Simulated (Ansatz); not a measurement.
A (100) slab of Ge (Fd-3m (No. 227)), 7 planes, outer planes Ge (top) and Ge (bottom), with 7 atoms (Ge7) in a surface cell of A = 16.595 Å², as cut from the bulk:

```yaml
crystal:
  lattice:
    - [4.07369, 0.00000, 0.00000]
    - [0.00000, 4.07369, 0.00000]
    - [0.00000, 0.00000, 23.64160]
  atoms:
    - { symbol: Ge, position: [0.00000, 0.00000, 0.31724] }
    - { symbol: Ge, position: [0.50000, 0.00000, 0.37816] }
    - { symbol: Ge, position: [0.50000, 0.50000, 0.43908] }
    - { symbol: Ge, position: [0.00000, 0.50000, 0.50000] }
    - { symbol: Ge, position: [0.00000, 0.00000, 0.56092] }
    - { symbol: Ge, position: [0.50000, 0.00000, 0.62184] }
    - { symbol: Ge, position: [0.50000, 0.50000, 0.68276] }
```

Computed with DFT PBE, scalar-relativistic, plane waves, PAW (Ansatz). Cutoff 420 eV; k points 9×9×1 on the computed 7-atom cell (Γ-centred); Gaussian smearing, width 0.10 eV; no spin polarisation. The cell repeats along c with a dipole correction in the vacuum.

Against the same 7 atoms in the bulk, the slab as cut lies 2.913 eV higher and the relaxed slab 2.907 eV higher.

Problem. Work out the surface energy before and after relaxation.

Solution. The slab has two faces, so γ = (E_slab − N·E_bulk)/(2A), the mean of both. As cut: 2.913/(2 × 16.595) = 0.0878 eV/Å², and 1 eV/Å² = 16.02 J/m², so γ = 1.41 J/m². Relaxed: 2.907/(2 × 16.595) = 0.0876 eV/Å² = 1.40 J/m². Relaxation recovers 0.2 % of the cost of cutting.

Problem. A cut through this plane breaks about 2 nearest-neighbour bonds a surface cell. What does each broken bond cost, before relaxation?

Solution. One cut makes two faces and costs 2γA = 2.913 eV, shared by 2 bonds: 1.46 eV a bond. In a metal this is less than the cohesive energy a bond, since the bonds that remain at the surface strengthen.

Problem. What is the ideal work of this cut, per area?

Solution. Griffith's ideal work is 2γ: 2.81 J/m², whether the new faces relax or not. One thickness was run, 7 planes, so γ can still shift with it.

The bands only touch here, so at this level the crystal is a zero-gap semiconductor or semimetal, not an ordinary metal; spin–orbit coupling, left out, can open or move such a gap.